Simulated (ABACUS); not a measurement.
A run of ABACUS 3.10.1:

The input INPUT:

```
INPUT_PARAMETERS
suffix              CdTe
calculation         nscf
basis_type          lcao
pseudo_dir          ./
orbital_dir         ./
symmetry            -1
dft_functional      MGGA_X_R2SCAN+MGGA_C_R2SCAN
ecutwfc             103.0
pseudo_rcut         10
nspin               1
nbands              28
ks_solver           genelpa
smearing_method     fd
smearing_sigma      0.00367493
scf_thr             1e-07
scf_nmax            100
mixing_type         broyden
mixing_beta         0.7
mixing_tau          1
init_chg            file
out_band            1
```

STRU

```
ATOMIC_SPECIES
Te 127.6000 Te_ONCV_PBE-1.2.upf
Cd 112.4140 Cd_ONCV_PBE-1.2.upf

NUMERICAL_ORBITAL
Te_confined-atom_8au_2s2p2d.orb
Cd_confined-atom_7au_3s2p2d1f.orb

LATTICE_CONSTANT
1.8897261246

LATTICE_VECTORS
0.0000000000 3.2050000000 3.2050000000
3.2050000000 0.0000000000 3.2050000000
3.2050000000 3.2050000000 0.0000000000

ATOMIC_POSITIONS
Direct

Te
0.0
1
0.7500000000 0.7500000000 0.7500000000 1 1 1

Cd
0.0
1
0.0000000000 0.0000000000 0.0000000000 1 1 1
```

File KPT:

```
K_POINTS
12
Line
0.00000000 0.00000000 0.00000000 10 // G
0.50000000 0.00000000 0.50000000 10 // X
0.50000000 0.25000000 0.75000000 10 // W
0.37500000 0.37500000 0.75000000 10 // K
0.00000000 0.00000000 0.00000000 10 // G
0.50000000 0.50000000 0.50000000 10 // L
0.62500000 0.25000000 0.62500000 10 // U
0.50000000 0.25000000 0.75000000 10 // W
0.50000000 0.50000000 0.50000000 10 // L
0.37500000 0.37500000 0.75000000 1 // K
0.62500000 0.25000000 0.62500000 10 // U
0.50000000 0.00000000 0.50000000 1 // X
```

Potentials or basis: SG15 ONCV 1.2 PBE, DZP LCAO (the cutoffs set its grid).

Run with:

```console
$ OMP_NUM_THREADS=1 mpirun -np 4 abacus > log
```

Hardware: 4 MPI ranks on AMD EPYC 7R43 64-Core Processor (Zen 3) (shared host).

Problem. Estimate the wall time of this run.

Solution. Run time: 4.1 s on 4 MPI ranks on AMD EPYC 7R43 64-Core Processor (Zen 3), on a shared host, peak memory 0.48 GiB a rank. Counts: scf iterations 1, k points 102, bands 28, basis 44, ranks 4.
